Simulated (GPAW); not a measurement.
Entries from a set of simulations; values are calculated unless marked as measured.

### InSe (GaSe-type monolayer): G0W0 with GPAW, start to end

The cell holds 4 atoms: 2 In and 2 Se. Its edges and angles: a = 4.068 Å, b = 4.068 Å, c = 16.000 Å, α = 90.0°, β = 90.0°, γ = 120.0°. Vacuum lies along c.

```xyz
4
Lattice="4.0679 0.0000 0.0000 -2.0340 3.5229 0.0000 0.0000 0.0000 16.0000" Properties=species:S:1:pos:R:3
In    0.0000    2.3486    9.4086
In    0.0000    2.3486    6.5914
Se    2.0340    1.1743   10.6886
Se    2.0340    1.1743    5.3114
```

- method: DFT, PBE, plane waves, PAW (and 1 further level or step)
- program: GPAW 26.7.0
- settings: cutoff 450 eV, GPAW PAW setups 1.2.1 data release, 9×9×1 k-mesh, nbands 382
- notes: The structure was relaxed with PBE. Limits: no spin-orbit coupling.
- PBE gap: 1.45 eV, indirect
- G0W0 gap on the mesh: 2.81 eV
- GW settings: 9×9×1 mesh, 173 bands, screening to 48 eV, full frequency, Hilbert transform
- known limits: short of the basis limit; no spin-orbit coupling

G0W0 moves the gap on the mesh from 1.46 eV to 2.81 eV (+1.35 eV), with Z of 0.75 and 0.77 at the edges. Against experiment, by G0W0@PBE: the direct gap of 2.88 eV lies +0.04 eV from the measured 2.84 ± 0.05 eV (exciton, 300 K, 2019). An exciton line or allowed optical edge lies below the quasiparticle gap by the binding energy; a forbidden edge can push the onset above it. The computed sheet is free-standing; a substrate or cover screens it further and lowers both gap and binding, while the exciton line moves little.

[Long decimals in the printed logs are rounded to 6 places.]

[Logs are printed without paths, hosts, clocks, repeated set-up lines and the standing remarks that a program may print on its own settings, such as how far it seeks lower states.]

[Paths, hosts, dates, memory and timing lines, banners, echoed tables and standing remarks are left out of the program output; an Ansatz launch command may be rebuilt from the run's recorded settings. Measured values are a selection of at most five: reports struck by readers or far from the other reports are left out. None is set beside runs whose start may be inverted or whose files or cutoffs have a known fault.]

[Runs of the session that timed out or met a known fault of the program may be left out.]

[Hosts, paths, dates, database ids (printed as entryN), source tags and the programs' standing remarks are cut or masked in the printed files.]

[Where the starting crystal was built by hand or by swapping elements, it need not be the compound's stable phase.]
